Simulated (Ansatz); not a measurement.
# Molybdenum, bcc under PBE: how the Fermi-Dirac smearing moves the result

Aim: find which Fermi-Dirac smearing width is enough for energy and pressure. The geometry was relaxed under PBE beforehand and stays fixed; 6 values are run, from 0.01 to 1.0 eV. Wanted are the values from which on the energy stays within 10 and 1 meV/atom, and the pressure within 0.5 GPa, of the narrowest run. Within the series other settings stay, but some runs also write fields, which adds to their time. Spin polarisation is left out.

Method: DFT PBE, plane waves with PAW, scalar-relativistic, in Ansatz 0.2.0.

## 1. The system as given

Symmetry: Im-3m, No. 229, cubic system. The conventional cell has a = 3.163 Å, b = 3.163 Å, c = 3.163 Å, α = 90.00°, β = 90.00°, γ = 90.00°. Mo (site symmetry m-3m) is surrounded by 8 Mo at 2.74 Å.

Coordinates:

```
Mo
1.0
    -1.58138    1.58138    1.58138
     1.58138   -1.58138    1.58138
     1.58138    1.58138   -1.58138
Mo
1
Direct
  0.00000 0.00000 0.00000
```

## 2. Run at 0.01 eV

The run at 0.01 eV.

input.yaml

```yaml
crystal:
  lattice:
    - [-1.581379395, 1.581379395, 1.581379395]
    - [1.581379395, -1.581379395, 1.581379395]
    - [1.581379395, 1.581379395, -1.581379395]
  atoms:
    - { symbol: Mo, position: [0.0, 0.0, 0.0] }
hamiltonian:
  xc: pbe
  pseudopotentials:
    kind: paw
    azcp:
      Mo: "pseudopotentials/Mo.paw.azcp"
basis:
  ecutwfc: 420
  fft_grid_basis: typed
kpoints:
  mp_grid: { grid: [14, 14, 14], shift: [0, 0, 0] }
magnetization:
  spin_polarized: false
scf:
  occupations: { method: fermi_dirac, width: 0.01 }
  lower_state_search: "off"
output:
  stress: true
```

Run with:

```sh
> ansatz run input.yaml --threads 1 --pin off --max-ram 3584MiB --backend cpu --events-out ev --progress --plain --runs-dir out
```

The log of the run:

```text
Engine: ansatz 0.2.0, x86_64-unknown-linux-gnu
Pseudopotentials: kind: paw
Pseudopotential: Mo, paw, valence charge 14, recommended cutoff 420 eV (normal), <dir>
Functional definition: PBE
  parameter kappa = 0.804
  parameter beta = 0.06672455060314922
  exchange = pbe_x(kappa = kappa, mu = beta*pi^2/3)
  correlation = pbe_c(beta = beta)
Crystal: 1 atoms, lattice volume = 15.819 Å³
Basis set: ecut = 420 eV, 321 PW (Γ)
Bands: 11, of which v1, the nominal top of the filled ones, is band 7 counted from 1 (6 counted from 0)
Symmetry: 48 space group operations
Space group: Im-3m (ITA 229), of the structure as read, at distance tolerance 2.5e-5 Å
k-points: 104 of 2744
Non-local potential: Mo, projectors of the file, l = 0: 3, l = 1: 2, l = 2: 2, l = 3: 1
PAW form: soft (Blöchl's): semilocal exchange-correlation on the pseudo side does not see the compensation charge
PAW one-centre angular grid: Mo, 590 points (default); XC on 64 Gauss nodes
Initial density: superposition of atomic densities (neutral atoms: chi_scale 0, normalization atom), corrected by the library's trained network
Initial wavefunctions: pseudopotential atomic-orbital guess
Functional: x = pbe(κ = 0.804, μ = 0.2195149727645171), c = pbe(β = 0.06672455060314922)
SCF iter   1: F=—  HF=-4956.008482 eV  |F-HF|=—  |Δ(HF+E_count)|=         —  Δρ=3.95e-3  dr2=1.70e-3  ethr=1.77e-3  ⟨swp⟩=5.7  Hψ=6789  notcnv=0
preconditioner: auto → none  [insulator: Δε(μ)=0.030 eV  Ē_g=8.226 eV  σ=0.010 eV  W_gap=0.57  n_scr=0 (ndim 8)  ℏωp=22.9 eV  f_vac=0.000  D(μ)=1.15/eV (n_scr^D=12)  ε∞_Penn≈8.7]
SCF iter   2: F=—  HF=-4956.008151 eV  |F-HF|=—  |Δ(HF+E_count)|=   3.31e-4  Δρ=1.82e-3  dr2=2.16e-4  ethr=1.21e-5  ⟨swp⟩=2.2  Hψ=2734  notcnv=0  defer=11
SCF iter   3: F=—  HF=-4956.008135 eV  |F-HF|=—  |Δ(HF+E_count)|=   1.60e-5  Δρ=4.64e-4  dr2=1.92e-5  ethr=1.54e-6  ⟨swp⟩=1.4  Hψ=1305  notcnv=0  defer=11
SCF iter   4: F=—  HF=-4956.008134 eV  |F-HF|=—  |Δ(HF+E_count)|=   8.91e-7  Δρ=4.97e-5  dr2=1.11e-7  ethr=1.37e-7  ⟨swp⟩=2.1  Hψ=1447  notcnv=0  defer=11
iter 5 did not close the SCF: its close was put off for the readings that it lacked (scf_convergence_deferred on its scf_iter line)
SCF iter   5: F=-4956.008134 eV  HF=-4956.008134 eV  |F-HF|=9.45e-9  |Δ(HF+E_count)|=   3.24e-8  Δρ=1.88e-5  dr2=1.68e-8  ethr=7.95e-10  ⟨swp⟩=2.4  Hψ=1828  notcnv=0  defer=11
SCF iter   6: F=-4956.008134 eV  HF=-4956.008134 eV  |F-HF|=3.48e-10  |Δ(HF+E_count)|=   6.53e-9  Δρ=4.64e-6  dr2=8.29e-10  ethr=1.20e-10  ⟨swp⟩=1.0  Hψ=3424  notcnv=0
SCF 1 converged in 6 iterations: F = -4956.008134 eV  dr2 = 8.29e-10
SCF converged after 6 iterations
Free energy (F): -4956.008134 eV
Harris-Foulkes:  -4956.008134 eV  (|F-HF|=3.48e-10)
Internal energy: -4956.007708 eV  (E = F + TS)
E sigma→0 (E₀):  -4956.007921 eV
Entropy (-TS):   -0.000426 eV (-0.426 meV/atom)
Fermi energy:    20.856762 eV
--- Per-component energies (eV) ---
  E_band       = -58.973385
  E_kinetic    = 440.445228
  E_local      = -791.933315  (includes V_loc(G=0)·N_el)
  E_nonlocal   = 142.417661
  E_hartree    = 261.410980
  E_xc         = -183.458070
  E_vxc        = -228.965690  (∫ρ·V_xc dr)
  E_paw        = -3201.130679  (= ΣΔE_a)
  E_vpaw       = -143.759040  (= ΣTr[D̂ρ^β])
  E_aug_tail   = 0.000042  (compensation charges beyond the density's cutoff)
  E_ewald      = -1623.759555
  E_smearing   = -0.000426  (= −TS)
  E_closure    = 0.000000  (closes the sum)
  Σ components = -4956.008134   (vs F -4956.008134, Δ=0.00e0)
--- Stress (GPa, compression-positive) ---
        0.209845       0.000000      -0.000000
        0.000000       0.209845      -0.000000
       -0.000000       0.000000       0.209845
  P = ⅓ Tr σ = 0.2098 GPa (2.098 kbar)
```

It took 1.9 s on 1 thread of Intel Xeon Platinum 8259CL at 2.50GHz (Skylake/Cascade Lake), shared host; peak memory 0.47 GiB.

## 3. Run at 0.03 eV

The run at 0.03 eV.

input.yaml, as its differences from that of step 2:

```diff
@@ -21,3 +21,3 @@
 scf:
-  occupations: { method: fermi_dirac, width: 0.01 }
+  occupations: { method: fermi_dirac, width: 0.03 }
   lower_state_search: "off"
```

Run with:

```sh
> ansatz run input.yaml --threads 1 --pin off --max-ram 3584MiB --backend cpu --events-out ev --progress --plain --runs-dir out
```

The log of the run:

```text
[... 8 set-up lines as earlier in the session ...]
Crystal: 1 atoms, lattice volume = 15.819 Å³
Basis set: ecut = 420 eV, 321 PW (Γ)
Bands: 11, of which v1, the nominal top of the filled ones, is band 7 counted from 1 (6 counted from 0)
[... 2 set-up lines as earlier in the session ...]
k-points: 104 of 2744
[... 6 set-up lines as earlier in the session ...]
SCF iter   1: F=—  HF=-4956.010212 eV  |F-HF|=—  |Δ(HF+E_count)|=         —  Δρ=3.85e-3  dr2=1.57e-3  ethr=1.77e-3  ⟨swp⟩=5.3  Hψ=6786  notcnv=0
preconditioner: auto → none  [metal: Δε(μ)=0.030 eV  Ē_g=8.226 eV  σ=0.030 eV  W_gap=0.24  n_scr=0 (ndim 8)  ℏωp=22.9 eV  f_vac=0.000  D(μ)=1.28/eV (n_scr^D=12)]
SCF iter   2: F=—  HF=-4956.009884 eV  |F-HF|=—  |Δ(HF+E_count)|=   3.28e-4  Δρ=1.76e-3  dr2=2.00e-4  ethr=1.12e-5  ⟨swp⟩=2.2  Hψ=2468  notcnv=0  defer=1
SCF iter   3: F=—  HF=-4956.009872 eV  |F-HF|=—  |Δ(HF+E_count)|=   1.16e-5  Δρ=4.57e-4  dr2=1.86e-5  ethr=1.43e-6  ⟨swp⟩=1.9  Hψ=1627  notcnv=0  defer=1
SCF iter   4: F=—  HF=-4956.009871 eV  |F-HF|=—  |Δ(HF+E_count)|=   8.06e-7  Δρ=4.94e-5  dr2=1.21e-7  ethr=1.33e-7  ⟨swp⟩=2.0  Hψ=1374  notcnv=0  defer=1
iter 5 did not close the SCF: its close was put off for the readings that it lacked (scf_convergence_deferred on its scf_iter line)
SCF iter   5: F=-4956.009871 eV  HF=-4956.009871 eV  |F-HF|=1.49e-8  |Δ(HF+E_count)|=   4.11e-8  Δρ=1.82e-5  dr2=2.02e-8  ethr=8.63e-10  ⟨swp⟩=2.0  Hψ=1864  notcnv=0  defer=1
SCF iter   6: F=-4956.009871 eV  HF=-4956.009871 eV  |F-HF|=8.40e-10  |Δ(HF+E_count)|=   8.12e-9  Δρ=5.18e-6  dr2=1.29e-9  ethr=1.44e-10  ⟨swp⟩=2.0  Hψ=3739  notcnv=0
SCF 1 converged in 6 iterations: F = -4956.009871 eV  dr2 = 1.29e-9
SCF converged after 6 iterations
Free energy (F): -4956.009871 eV
Harris-Foulkes:  -4956.009871 eV  (|F-HF|=8.40e-10)
Internal energy: -4956.006068 eV  (E = F + TS)
E sigma→0 (E₀):  -4956.007970 eV
Entropy (-TS):   -0.003803 eV (-3.803 meV/atom)
Fermi energy:    20.859371 eV
--- Per-component energies (eV) ---
  E_band       = -58.940840
  E_kinetic    = 440.458000
  E_local      = -791.991109  (includes V_loc(G=0)·N_el)
  E_nonlocal   = 142.435524
  E_hartree    = 261.445321
  E_xc         = -183.458027
  E_vxc        = -228.965823  (∫ρ·V_xc dr)
  E_paw        = -3201.136264  (= ΣΔE_a)
  E_vpaw       = -143.767412  (= ΣTr[D̂ρ^β])
  E_aug_tail   = 0.000042  (compensation charges beyond the density's cutoff)
  E_ewald      = -1623.759555
  E_smearing   = -0.003803  (= −TS)
  E_closure    = 0.000000  (closes the sum)
  Σ components = -4956.009871   (vs F -4956.009871, Δ=0.00e0)
--- Stress (GPa, compression-positive) ---
        0.154914       0.000000      -0.000000
        0.000000       0.154914       0.000000
       -0.000000       0.000000       0.154914
  P = ⅓ Tr σ = 0.1549 GPa (1.549 kbar)
```

Wall time 1.8 s (1 thread of Intel Xeon Platinum 8259CL at 2.50GHz (Skylake/Cascade Lake), shared host); peak memory 0.46 GiB.

## 4. Run at 0.2 eV

The run at 0.2 eV.

input.yaml, as its differences from that of step 3:

```diff
@@ -21,3 +21,3 @@
 scf:
-  occupations: { method: fermi_dirac, width: 0.03 }
+  occupations: { method: fermi_dirac, width: 0.2 }
   lower_state_search: "off"
@@ -25 +25,5 @@
   stress: true
+  write_density: true
+  write_potential: true
+  elf: true
+  volumetric_format: npy
```

Run with:

```sh
> ansatz run input.yaml --threads 1 --pin off --max-ram 3584MiB --backend cpu --events-out ev --progress --plain --runs-dir out
```

The log of the run:

```text
[... 8 set-up lines as earlier in the session ...]
Crystal: 1 atoms, lattice volume = 15.819 Å³
Basis set: ecut = 420 eV, 321 PW (Γ)
Bands: 11, of which v1, the nominal top of the filled ones, is band 7 counted from 1 (6 counted from 0)
[... 2 set-up lines as earlier in the session ...]
k-points: 104 of 2744
[... 6 set-up lines as earlier in the session ...]
SCF iter   1: F=—  HF=-4956.062572 eV  |F-HF|=—  |Δ(HF+E_count)|=         —  Δρ=2.88e-3  dr2=5.68e-4  ethr=1.77e-3  ⟨swp⟩=4.9  Hψ=6135  notcnv=0
preconditioner: auto → none  [metal: Δε(μ)=0.019 eV  Ē_g=8.209 eV  σ=0.200 eV  W_gap=0.02  n_scr=0 (ndim 8)  ℏωp=22.9 eV  f_vac=0.000  D(μ)=0.73/eV (n_scr^D=12)]
SCF iter   2: F=—  HF=-4956.062566 eV  |F-HF|=—  |Δ(HF+E_count)|=   6.07e-6  Δρ=1.43e-3  dr2=1.22e-4  ethr=4.06e-6  ⟨swp⟩=2.6  Hψ=2544  notcnv=0
SCF iter   3: F=—  HF=-4956.062588 eV  |F-HF|=—  |Δ(HF+E_count)|=   2.25e-5  Δρ=3.33e-4  dr2=1.50e-5  ethr=8.72e-7  ⟨swp⟩=2.2  Hψ=1899  notcnv=0
SCF iter   4: F=—  HF=-4956.062583 eV  |F-HF|=—  |Δ(HF+E_count)|=   5.33e-6  Δρ=7.57e-5  dr2=3.51e-7  ethr=1.07e-7  ⟨swp⟩=2.9  Hψ=1867  notcnv=0
iter 5 did not close the SCF: its close was put off for the readings that it lacked (scf_convergence_deferred on its scf_iter line)
SCF iter   5: F=-4956.062583 eV  HF=-4956.062583 eV  |F-HF|=2.90e-9  |Δ(HF+E_count)|=   8.93e-8  Δρ=7.29e-6  dr2=2.87e-9  ethr=2.51e-9  ⟨swp⟩=2.5  Hψ=1931  notcnv=0
SCF iter   6: F=-4956.062583 eV  HF=-4956.062583 eV  |F-HF|=1.80e-10  |Δ(HF+E_count)|=   3.65e-9  Δρ=2.29e-6  dr2=2.80e-10  ethr=2.05e-11  ⟨swp⟩=4.0  Hψ=5607  notcnv=0
SCF 1 converged in 6 iterations: F = -4956.062583 eV  dr2 = 2.80e-10
SCF converged after 6 iterations
Free energy (F): -4956.062583 eV
Harris-Foulkes:  -4956.062583 eV  (|F-HF|=1.80e-10)
Internal energy: -4955.965976 eV  (E = F + TS)
E sigma→0 (E₀):  -4956.014279 eV
Entropy (-TS):   -0.096607 eV (-96.607 meV/atom)
Fermi energy:    20.797243 eV
--- Per-component energies (eV) ---
  E_band       = -58.611391
  E_kinetic    = 440.608970
  E_local      = -792.521619  (includes V_loc(G=0)·N_el)
  E_nonlocal   = 142.593754
  E_hartree    = 261.758712
  E_xc         = -183.457730
  E_vxc        = -228.966898  (∫ρ·V_xc dr)
  E_paw        = -3201.188550  (= ΣΔE_a)
  E_vpaw       = -143.842678  (= ΣTr[D̂ρ^β])
  E_aug_tail   = 0.000042  (compensation charges beyond the density's cutoff)
  E_ewald      = -1623.759555
  E_smearing   = -0.096607  (= −TS)
  E_closure    = 0.000000  (closes the sum)
  Σ components = -4956.062583   (vs F -4956.062583, Δ=0.00e0)
--- Stress (GPa, compression-positive) ---
        0.014978      -0.000000       0.000000
       -0.000000       0.014978       0.000000
       -0.000000      -0.000000       0.014978
  P = ⅓ Tr σ = 0.0150 GPa (0.150 kbar)
--- Band table (eV; the first three rows and the last of 104) ---
  k-point 0: bands = ["-40.4570", "-13.7443", "-13.7443", "-13.7443", "13.6272", "19.4777", "19.4777", "19.4777", "22.4575", "22.4575", "35.4922"]
  k-point 1: bands = ["-40.4447", "-13.8157", "-13.7664", "-13.7448", "13.8491", "19.3537", "19.4564", "19.6861", "22.2794", "22.4614", "35.6526"]
  k-point 2: bands = ["-40.4103", "-14.0129", "-13.8278", "-13.7462", "14.4595", "19.0248", "19.3542", "20.2969", "21.9647", "22.4859", "35.9569"]
  k-point 103: bands = ["-40.0272", "-14.6752", "-14.6752", "-14.6752", "15.4735", "15.4735", "24.7293", "24.7293", "24.7293", "29.7749", "29.7749"]
```

Run time: 2.3 s. Hardware: 1 thread of Intel Xeon Platinum 8259CL at 2.50GHz (Skylake/Cascade Lake), shared host; peak memory 0.46 GiB.

(Part 1 of 2 ends here.)
